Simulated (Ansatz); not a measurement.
**Iron, simple cubic under revPBE: from relaxation to bulk modulus**

Aim: take iron in the simple cubic structure, relax it, solve it on a dense k-mesh, then scale the cell to 7 volumes from 88 to 112 % of the relaxed one and try a fit of the equation of state. The start is ferromagnetic. The k-meshes are 13×13×13 for the relaxation; 21×21×21 for the dense run; 15×15×15 for the volumes.

This is Fe in the simple cubic structure; at room conditions it is bcc.

Computed with Ansatz 0.2.0 (DFT revPBE, plane waves (420 eV) with PAW, scalar-relativistic; the PAW data stem from PBE, with regenerated cores, unless a step says otherwise).

**1. The starting structure**

The structure is cubic, space group Pm-3m (No. 221). Conventional cell: a = 2.334 Å, b = 2.334 Å, c = 2.334 Å, α = 90.00°, β = 90.00°, γ = 90.00°. Fe (site symmetry m-3m) is surrounded by 6 Fe at 2.33 Å.

As a file:

```cif
data_structure
_symmetry_space_group_name_H-M 'P 1'
_symmetry_Int_Tables_number 1
_cell_length_a 2.3343
_cell_length_b 2.3343
_cell_length_c 2.3343
_cell_angle_alpha 90.000
_cell_angle_beta 90.000
_cell_angle_gamma 90.000
_cell_volume 12.72
loop_
_atom_site_label
_atom_site_type_symbol
_atom_site_fract_x
_atom_site_fract_y
_atom_site_fract_z
_atom_site_occupancy
Fe1 Fe 0.00000 0.00000 0.00000 1
```

Starting moments (μB): +2.5.

**2. Relaxation of the cell**

Input file input.yaml:

```yaml
crystal:
  lattice:
    - [2.3342634294, 0.0, 0.0]
    - [0.0, 2.3342634294, 0.0]
    - [0.0, 0.0, 2.3342634294]
  atoms:
    - { symbol: Fe, position: [0.0, 0.0, 0.0], spin: 2.5 }
hamiltonian:
  xc: revpbe
  pseudopotentials:
    kind: paw
    azcp:
      Fe: "pseudopotentials/Fe.paw.azcp"
basis:
  ecutwfc: 420
  fft_grid_basis: typed
kpoints:
  mp_grid: { grid: [13, 13, 13], shift: [0, 0, 0] }
magnetization:
  spin_polarized: true
scf:
  occupations: { method: fermi_dirac, width: 0.05 }
relax:
  max_steps: 60
  f_tol: 0.01
  cell: {}
output:
  write_density: true
  write_potential: true
  elf: true
  volumetric_format: npy
```

Started as:

```sh
ansatz run input.yaml --threads 2 --pin off --max-ram 5120MiB --backend cpu --events-out ev --progress --plain --runs-dir out
```

Further steps of the session: Single point on a dense mesh; Volume × 0.88; Volume × 0.92; Volume × 0.96; Volume × 1.0; Volume × 1.04; Volume × 1.08; Volume × 1.12.

What does the calculation give? Wanted: space group; conventional cell; volume; shortest distance; gap on the mesh; magnetic state; relative to bcc, ferromagnetic; V₀, B₀, B₀′.

As calculated:

| quantity | value |
| --- | --- |
| space group (spins left aside) | Pm-3m (No. 221) |
| conventional cell | a = 2.391 Å |
| volume | 13.677 Å³/atom |
| shortest distance | 2.391 Å |
| gap on the mesh | none (levels filled in part) |
| magnetic state | ferromagnetic, up to 2.47 μB per atom |
| relative to bcc, ferromagnetic | +748 meV/atom |
| V₀, B₀, B₀′ | 13.608 Å³/atom, 111 GPa, 7.5 |

What this shows: The relaxation enlarged the cell by 7.5 % in volume. Against the reference form of iron (bcc, ferromagnetic, computed apart with the same settings) it stands 748 meV/atom higher. It ends ferromagnetic, with up to 2.47 μB per atom. No gap shows: it is a metal or semimetal at this level. B₀ comes out at 111 GPa. The symmetry was held, so the structure may be unstable against distortions that break it.
